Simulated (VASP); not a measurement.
# HfS2 (P-3m1) in VASP: a series of runs

The runs below take HfS2 through relaxation of cell and atoms, with PBE, rev-vdW-DF2.

All numbers are computed with VASP 6.6.1; they aren't measurements. Logs are shortened: lines on timing, memory, paths and dates and some standing lists are left out, and cuts for length are marked.

## (1) Starting point

It takes space group P-3m1 (No. 164, trigonal). The conventional cell has a = 3.640 Å, b = 3.640 Å, c = 6.056 Å, α = 90.00°, β = 90.00°, γ = 120.00°. Around Hf (site symmetry -3m) lie 6 S at 2.54 Å. Around S (site symmetry 3m) lie 3 Hf at 2.54 Å.

The cell is a database's computed one.

## (2) Relaxation of cell and atoms, PBE

INCAR

```
PREC = Accurate
ENCUT = 300
EDIFF = 1E-6
ISMEAR = 0
SIGMA = 0.03
LREAL = False
LASPH = True
NELM = 80
ALGO = Normal
ISIF = 3
LWAVE = False
LCHARG = False
GGA = PE
IBRION = 2
NSW = 90
EDIFFG = -0.01
```

KPOINTS

```
regular mesh
0
Gamma
  5 5 3
```

POSCAR

```
HfS2
1.0
    3.6396641800      0.0000000000      0.0000000000
   -1.8198320900      3.1520416411      0.0000000000
    0.0000000000      0.0000000000      6.0555624700
Hf S
1 2
Direct
    0.0000000000      0.0000000000      0.0000000000
    0.6666666700      0.3333333300      0.7639520500
    0.3333333300      0.6666666700      0.2360479500
```

Potentials or basis: VASP PAW PBE potentials, release 64 (Hf, S).

Command:

```sh
$ cat potpaw_PBE.64/Hf/POTCAR potpaw_PBE.64/S/POTCAR > POTCAR
$ mpirun -np 1 vasp_std > vasp.out
```

OUTCAR:

```text
PREC = Accurate
   ENCUT = 300
   EDIFF = 1E-6
   ISMEAR = 0
   LREAL = False
   LASPH = True
   NELM = 80
   ISIF = 3
   GGA = PE
   IBRION = 2
   NSW = 90
   EDIFFG = -0.01

 ion  position               nearest neighbor table
   1  0.000  0.000  0.000-   2 2.54   3 2.54   3 2.54   2 2.54   2 2.54   3 2.54
   2  0.667  0.333  0.764-   1 2.54   1 2.54   1 2.54
   3  0.333  0.667  0.236-   1 2.54   1 2.54   1 2.54

  LATTYP: Found a hexagonal cell.
 ALAT       =     3.6396641800
 C/A-ratio  =     1.6637695596

  Lattice vectors:

 A1 = (   3.6396641800,   0.0000000000,   0.0000000000)
 A2 = (  -1.8198320900,   3.1520416411,   0.0000000000)
 A3 = (   0.0000000000,   0.0000000000,   6.0555624700)

Analysis of symmetry for initial positions (statically):
=====================================================================
 Subroutine PRICEL returns:
 Original cell was already a primitive cell.

 Routine SETGRP: Setting up the symmetry group for a
 hexagonal supercell.

 Subroutine GETGRP returns: Found 12 space group operations
 (whereof 12 operations were pure point group operations)
 out of a pool of 24 trial point group operations.

The static configuration has the point symmetry D_3d.

Analysis of symmetry for dynamics (positions and initial velocities):
=====================================================================
 Subroutine PRICEL returns:
 Original cell was already a primitive cell.

 Routine SETGRP: Setting up the symmetry group for a
 hexagonal supercell.

 Subroutine GETGRP returns: Found 12 space group operations
 (whereof 12 operations were pure point group operations)
 out of a pool of 24 trial point group operations.

The dynamic configuration has the point symmetry D_3d.

 Subroutine INISYM returns: Found 12 space group operations
 (whereof 12 operations are pure point group operations),
 and found     1 'primitive' translations

----------------------------------------------------------------------------------------

                                     Primitive cell

  volume of cell :      69.4717

  direct lattice vectors                    reciprocal lattice vectors
[... 79 lines left out ...]
   NSW    =     90    number of steps for IOM
   IBRION =      2    ionic relax: 0-MD 1-quasi-New 2-CG
   NFREE  =      1    steps in history (QN), initial steepest desc. (CG)
   ISIF   =      3    stress and relaxation
   ISYM   =      2    0-nonsym 1-usesym 2-fastsym
   POTIM  = 0.5000    time-step for ionic-motion
   TEBEG  =    0.0;   TEEND  =   0.0 temperature during run
   PSTRESS=    0.0 pullay stress
   NELECT =      16.0000    total number of electrons
   NUPDOWN=      -1.0000    fix difference up-down
   EMIN   =  10.00;   EMAX   =-10.00  energy-range for DOS
   EFERMI =   0.00;   METHOD = LEGACY
   ISMEAR =     0;   SIGMA  =   0.03  broadening in eV -4-tet -1-fermi 0-gaus
   EFERMI_NEDOS =   21; number of points for ismear=-14 and -15
   IALGO  =     38    algorithm
   IMIX   =      4    mixing-type and parameters
     AMIX     =   0.40;   BMIX     =  1.00
     AMIX_MAG =   1.60;   BMIX_MAG =  1.00
  volume/ion in A,a.u.               =      23.16       156.27
  Fermi-wavevector in a.u.,A,eV,Ry     =   1.003488  1.896318 13.700909  1.006988
  Thomas-Fermi vector in A             =   2.136043
   LORBIT       =      0    0 simple, 1 ext, 2 COOP (PROOUT), +10 PAW based schemes
   GGA     = PE    functional components
   LHFCALC =     F    Hartree Fock is set to
   AEXX    =    0.0000 exact exchange contribution
   IVDW    =     0    specifies the selected vdW correction
   LEPSILON=     F    determine dielectric tensor
   LRPA    =     F    only Hartree local field effects (RPA)
 conjugate gradient relaxation of ions
 non-spin polarized calculation
 Gauss-broadening in eV      SIGMA  =   0.03
  energy-cutoff  :      300.00
  volume of cell :       69.47
 maximum number of plane-waves:       835
 NGX is ok and might be reduce to    24
   NGX = 11   NGY = 11   NGZ = 17

--------------------------------------- Ionic step        1  -------------------------------------------

 number of electron      16.0000010 magnetization

 Free energy of the ion-electron system (eV)
  ---------------------------------------------------
  ext. energy  EPLUGINS =         0.00000000
  ---------------------------------------------------
  free energy    TOTEN  =       -22.91074675 eV

  energy without entropy =      -22.91074675  energy(sigma->0) =      -22.91074675

------------------------ aborting loop because EDIFF is reached ----------------------------------------

  FORCE on cell =-STRESS in cart. coord.  units (eV):
  Direction    XX          YY          ZZ          XY          YZ          ZX
  --------------------------------------------------------------------------------------
  -------------------------------------------------------------------------------------
  Total        0.2813406      0.2813406      0.6220623      0.0000000      0.0000000      0.0000000
  in kB        6.4883657      6.4883657     14.3461934      0.0000000      0.0000000      0.0000000
  external PRESSURE =       9.1076416 kB  Pullay stress =       0.0000000 kB
[... 92 lines left out ...]
  FREE ENERGIE OF THE ION-ELECTRON SYSTEM (eV)
  ---------------------------------------------------
  free  energy   TOTEN  =       -22.9129988332 eV

  energy  without entropy=      -22.9129988332  energy(sigma->0) =      -22.91299883

[... ionic steps 4 to 8 ...]

--------------------------------------- Ionic step        9  -------------------------------------------

 number of electron      16.0000009 magnetization

------------------------ aborting loop because EDIFF is reached ----------------------------------------
[... 69 lines left out ...]
--------------------------------------- Ionic step       11  -------------------------------------------

 number of electron      16.0000009 magnetization

 Free energy of the ion-electron system (eV)
  ---------------------------------------------------
  ext. energy  EPLUGINS =         0.00000000
  ---------------------------------------------------
  free energy    TOTEN  =       -22.91777764 eV

  energy without entropy =      -22.91777764  energy(sigma->0) =      -22.91777764

 E-fermi :   2.7127     XC(G=0):  -9.0751

 val. band max:        2.5562872542   @ k =   0.0000   0.0000   0.0000
 cond. band min:       3.8252423222   @ k =   0.0000   0.4000   0.3333
 fundamental gap:      1.2689550680
 Fermi energy:         2.7127110035

 k-point     1 :       0.0000    0.0000    0.0000
  band No.  band energies     occupation
      1     -10.3059      2.00000
      2      -8.8126      2.00000
      3      -1.8145      2.00000
      4      -0.0884      2.00000
      5      -0.0884      2.00000
      6       2.3416      2.00000
      7       2.5563      2.00000
      8       2.5563      2.00000
      9       4.5890      0.00000
     10       4.5890      0.00000
     11       5.2211      0.00000
     12       7.9967      0.00000
[... 193 lines left out ...]
  FREE ENERGIE OF THE ION-ELECTRON SYSTEM (eV)
  ---------------------------------------------------
  free  energy   TOTEN  =       -22.9177776448 eV

  energy  without entropy=      -22.9177776448  energy(sigma->0) =      -22.91777764

 reached required accuracy - stopping structural energy minimisation
```

OSZICAR:

```text
N       E                     dE             d eps       ncg     rms          rms(c)
DAV:   1     0.444507199625E+02    0.44451E+02   -0.46692E+03   288   0.702E+02
DAV:   2    -0.212250659153E+02   -0.65676E+02   -0.61990E+02   420   0.156E+02
DAV:   3    -0.247561519074E+02   -0.35311E+01   -0.35100E+01   376   0.396E+01
[... 93 lines left out ...]
DAV:   2    -0.229180225421E+02    0.21099E-02   -0.27791E-02   332   0.127E+00    0.262E-01
DAV:   3    -0.229178999194E+02    0.12262E-03   -0.15563E-03   388   0.267E-01    0.189E-01
DAV:   4    -0.229177920114E+02    0.10791E-03   -0.18271E-04   312   0.909E-02    0.550E-02
DAV:   5    -0.229177777915E+02    0.14220E-04   -0.30483E-05   360   0.373E-02    0.142E-02
DAV:   6    -0.229177776448E+02    0.14667E-06   -0.22601E-06   252   0.114E-02
  11 F= -.22917778E+02 E0= -.22917778E+02  d E =-.839643E-04
```

CONTCAR:

```text
HfS2
   1.00000000000000
     3.6408264888975830   -0.0000000000000001    0.0000000000000000
    -1.8204132444487915    3.1530482301323355   -0.0000000000000000
    -0.0000000000000001    0.0000000000000000    6.3144662982100206
  Hf              S
     1     2
Direct
     1.0000000000000000    0.0000000000000000    0.0000000000000000
     0.6666666699999979    0.3333333300000021    0.7718912346394936
     0.3333333300000021    0.6666666699999979    0.2281087653605064

  0.00000000E+00  0.00000000E+00  0.00000000E+00
  0.00000000E+00  0.00000000E+00  0.00000000E+00
  0.00000000E+00  0.00000000E+00  0.00000000E+00
```

Wall time 26 s (1 thread of Intel Xeon Platinum 8488C (Sapphire Rapids), shared host); peak memory 0.15 GiB.

What came out:

```
Free energy                            : -22.9178 eV
Relaxed volume                         : 24.16 Å³/atom
Relaxed cell                           : a = 3.641 Å, b = 3.641 Å, c = 6.314 Å, α = 90.00°, β = 90.00°, γ = 120.00°
Space group after relaxing (to 0.05 Å) : P-3m1 (No. 164)
Energy gained by relaxing              : 2.3 meV/atom
Ionic steps                            : 11
Pressure after relaxing                : 0.0 GPa
Band gap on the k mesh                 : 1.27 eV, indirect (least direct gap 2.02 eV)
```

Step by step:
| step | energy change (eV) | largest force (eV/Å) | pressure (GPa) | volume (Å³) |
| --- | --- | --- | --- | --- |
| 1 | 0.0000 | 0.1115 | 0.91 | 69.47 |
| 2 | 0.0009 | 0.2099 | -1.19 | 70.80 |
| 3 | -0.0023 | 0.0364 | -0.08 | 70.08 |
| 4 | -0.0031 | 0.0487 | 0.01 | 70.10 |
| 5 | -0.0035 | 0.0656 | 0.11 | 70.14 |
| 6 | -0.0036 | 0.0693 | 0.13 | 70.14 |
| 7 | -0.0043 | 0.0650 | 0.09 | 70.38 |
| 8 | -0.0058 | 0.0533 | -0.02 | 71.10 |
| 9 | -0.0069 | 0.0268 | -0.19 | 72.55 |
| 10 | -0.0028 | 0.2042 | 1.31 | 72.08 |
| 11 | -0.0070 | 0.0018 | -0.01 | 72.49 |

Final structure:
```cif
data_structure
_symmetry_space_group_name_H-M 'P 1'
_symmetry_Int_Tables_number 1
_cell_length_a 3.6408
_cell_length_b 3.6408
_cell_length_c 6.3145
_cell_angle_alpha 90.000
_cell_angle_beta 90.000
_cell_angle_gamma 120.000
_cell_volume 72.49
loop_
_atom_site_label
_atom_site_type_symbol
_atom_site_fract_x
_atom_site_fract_y
_atom_site_fract_z
_atom_site_occupancy
Hf1 Hf 0.00000 0.00000 0.00000 1
S1 S 0.66667 0.33333 0.77189 1
S2 S 0.33333 0.66667 0.22811 1
```

Levels at points of the mesh, in eV from the valence-band top:
| k point | band 5 | band 6 | band 7 | band 8 | band 9 | band 10 | band 11 | band 12 |
| --- | --- | --- | --- | --- | --- | --- | --- | --- |
| (0.00, 0.00, 0.00) | -2.64 | -0.21 | 0.00 | 0.00 | 2.03 | 2.03 | 2.66 | 5.44 |

Caveat: the cutoff is under 1.25 times the usual one of these potentials, so pressure, stress and relaxed cells hold a basis-set (Pulay) error; spin-orbit coupling is left out, which moves the levels of the heavy elements; an odd mesh through Γ misses points on the zone boundary, where band edges often lie; this functional lacks dispersion, which binds the layers, so the pressure and a relaxed spacing across them are unreliable. As with any semilocal functional, this PBE gap is likely too small.

## (3) Relaxation of cell and atoms, PBE

This run uses another cell than the first one, of 24.16 Å³/atom, 1.043 times its volume.

INCAR, as its differences from that of step 2:

```diff
@@ -2,3 +2,3 @@
 ENCUT = 300
-EDIFF = 1E-6
+EDIFF = 1E-7
 ISMEAR = 0
@@ -15,2 +15,2 @@
 NSW = 90
-EDIFFG = -0.01
+EDIFFG = -0.005
```

KPOINTS is that of step 2.

POSCAR

```
HfS2                                    
1.0
    3.6408264889     -0.0000000000      0.0000000000
   -1.8204132444      3.1530482301     -0.0000000000
   -0.0000000000      0.0000000000      6.3144662982
  Hf              S             
     1     2
Direct
     1.0000000000000000    0.0000000000000000    0.0000000000000000
     0.6666666699999979    0.3333333300000021    0.7718912346394936
     0.3333333300000021    0.6666666699999979    0.2281087653605064
```

Potentials or basis: VASP PAW PBE potentials, release 64 (Hf, S).

Command:

```sh
$ cat potpaw_PBE.64/Hf/POTCAR potpaw_PBE.64/S/POTCAR > POTCAR
$ mpirun -np 1 vasp_std > vasp.out
```

OUTCAR:

```text
PREC = Accurate
   ENCUT = 300
   EDIFF = 1E-7
   ISMEAR = 0
   LREAL = False
   LASPH = True
   NELM = 80
   ISIF = 3
   GGA = PE
   IBRION = 2
   NSW = 90
   EDIFFG = -0.005

 ion  position               nearest neighbor table
   1  0.000  0.000  0.000-   2 2.55   3 2.55   3 2.55   2 2.55   2 2.55   3 2.55
   2  0.667  0.333  0.772-   1 2.55   1 2.55   1 2.55
   3  0.333  0.667  0.228-   1 2.55   1 2.55   1 2.55

  LATTYP: Found a hexagonal cell.
 ALAT       =     3.6408264889
 C/A-ratio  =     1.7343496916

  Lattice vectors:

 A1 = (   3.6408264889,   0.0000000000,   0.0000000000)
 A2 = (  -1.8204132444,   3.1530482301,   0.0000000000)
 A3 = (   0.0000000000,   0.0000000000,   6.3144662982)

Analysis of symmetry for initial positions (statically):
=====================================================================
 Subroutine PRICEL returns:
 Original cell was already a primitive cell.

 Routine SETGRP: Setting up the symmetry group for a
 hexagonal supercell.

 Subroutine GETGRP returns: Found 12 space group operations
 (whereof 12 operations were pure point group operations)
 out of a pool of 24 trial point group operations.

[... 159 lines left out ...]
  Direction    XX          YY          ZZ          XY          YZ          ZX
  --------------------------------------------------------------------------------------
  -------------------------------------------------------------------------------------
  Total        0.0144186      0.0144186      0.0645061      0.0000000      0.0000000      0.0000000
  in kB        0.3186879      0.3186879      1.4257517      0.0000000      0.0000000      0.0000000
  external PRESSURE =       0.6877091 kB  Pullay stress =       0.0000000 kB
[... 92 lines left out ...]
  FREE ENERGIE OF THE ION-ELECTRON SYSTEM (eV)
  ---------------------------------------------------
  free  energy   TOTEN  =       -22.9240371876 eV

  energy  without entropy=      -22.9240371876  energy(sigma->0) =      -22.92403719

[... ionic steps 4 to 12 ...]

--------------------------------------- Ionic step       13  -------------------------------------------

 number of electron      16.0000005 magnetization

------------------------ aborting loop because EDIFF is reached ----------------------------------------
[... 69 lines left out ...]
--------------------------------------- Ionic step       15  -------------------------------------------

 number of electron      16.0000005 magnetization

 Free energy of the ion-electron system (eV)
  ---------------------------------------------------
  ext. energy  EPLUGINS =         0.00000000
  ---------------------------------------------------
  free energy    TOTEN  =       -22.92435065 eV

  energy without entropy =      -22.92435065  energy(sigma->0) =      -22.92435065

 E-fermi :   2.6181     XC(G=0):  -9.0044

 val. band max:        2.4546912608   @ k =   0.0000   0.0000   0.0000
 cond. band min:       3.7263046749   @ k =   0.0000   0.4000   0.3333
 fundamental gap:      1.2716134140
 Fermi energy:         2.6181164194

 k-point     1 :       0.0000    0.0000    0.0000
  band No.  band energies     occupation
      1     -10.3968      2.00000
      2      -8.9213      2.00000
      3      -1.8867      2.00000
      4      -0.1856      2.00000
      5      -0.1856      2.00000
      6       2.1940      2.00000
      7       2.4547      2.00000
      8       2.4547      2.00000
      9       4.4878      0.00000
     10       4.4878      0.00000
     11       5.1202      0.00000
     12       7.8713      0.00000
[... 193 lines left out ...]
  FREE ENERGIE OF THE ION-ELECTRON SYSTEM (eV)
  ---------------------------------------------------
  free  energy   TOTEN  =       -22.9243506492 eV

  energy  without entropy=      -22.9243506492  energy(sigma->0) =      -22.92435065

 reached required accuracy - stopping structural energy minimisation
```

OSZICAR:

```text
N       E                     dE             d eps       ncg     rms          rms(c)
DAV:   1     0.476069422128E+02    0.47607E+02   -0.46158E+03   288   0.693E+02
DAV:   2    -0.209018255443E+02   -0.68509E+02   -0.63517E+02   424   0.156E+02
DAV:   3    -0.247758804895E+02   -0.38741E+01   -0.38396E+01   384   0.420E+01
[... 129 lines left out ...]
DAV:   4    -0.229243515272E+02    0.61900E-05   -0.20257E-05   316   0.266E-02    0.828E-03
DAV:   5    -0.229243512418E+02    0.28535E-06   -0.14046E-06   340   0.926E-03    0.446E-03
DAV:   6    -0.229243508444E+02    0.39744E-06   -0.29648E-07   320   0.354E-03    0.192E-03
DAV:   7    -0.229243506112E+02    0.23322E-06   -0.11503E-07   180   0.229E-03    0.492E-04
DAV:   8    -0.229243506492E+02   -0.38013E-07   -0.42855E-08   156   0.139E-03
  15 F= -.22924351E+02 E0= -.22924351E+02  d E =-.222264E-04
```

It took 34 s on 1 thread of Intel Xeon Platinum 8488C (Sapphire Rapids), shared host; peak memory 0.14 GiB.

Results:

```yaml
Free_energy: -22.9244 eV
Relaxed_volume: 24.43 Å³/atom
Relaxed_cell: a = 3.641 Å, b = 3.641 Å, c = 6.386 Å, α = 90.00°, β = 90.00°, γ = 120.00°
Space_group_after_relaxing_to_0.05_Å: P-3m1 (No. 164)
Energy_gained_by_relaxing: 0.1 meV/atom
Ionic_steps: 15
Pressure_after_relaxing: 0.0 GPa
Largest_force_after_relaxing: 0.004 eV/Å
Band_gap_on_the_k_mesh: 1.27 eV, indirect (least direct gap 2.03 eV)
```

Forces on the atoms (eV/Å):
```
Hf   0.000  0.000  0.000
S    0.000  0.000 -0.004
S    0.000  0.000  0.004
```

The path:
```csv
step,energy change (eV),largest force (eV/Å),pressure (GPa),volume (Å³)
1,0.0000,0.0016,0.07,72.49
2,0.0000,0.0220,-0.07,72.60
3,0.0000,0.0135,-0.02,72.56
4,-0.0001,0.0137,0.00,72.57
5,-0.0001,0.0143,0.03,72.60
6,-0.0001,0.0155,0.09,72.64
7,-0.0001,0.0150,0.06,72.62
8,-0.0001,0.0164,0.04,72.65
9,-0.0002,0.0209,0.01,72.77
10,-0.0002,0.0289,-0.07,73.00
11,-0.0003,0.0231,-0.04,73.03
12,-0.0003,0.0047,0.04,73.11
13,-0.0003,0.0033,0.08,73.14
14,-0.0003,0.0036,0.05,73.22
15,-0.0003,0.0040,0.02,73.30
```

Final structure:
```yaml
crystal:
  lattice:
    - [3.64080, 0.00000, 0.00000]
    - [-1.82040, 3.15303, 0.00000]
    - [0.00000, 0.00000, 6.38562]
  atoms:
    - { symbol: Hf, position: [0.00000, 0.00000, 0.00000] }
    - { symbol: S, position: [0.66667, 0.33333, 0.77440] }
    - { symbol: S, position: [0.33333, 0.66667, 0.22560] }
```

Caveat: the cutoff is under 1.25 times the usual one of these potentials, so pressure, stress and relaxed cells hold a basis-set (Pulay) error; spin-orbit coupling is left out, which moves the levels of the heavy elements; an odd mesh through Γ misses points on the zone boundary, where band edges often lie; this functional lacks dispersion, which binds the layers, so the pressure and a relaxed spacing across them are unreliable.

(Continued in part 2 of 2.)
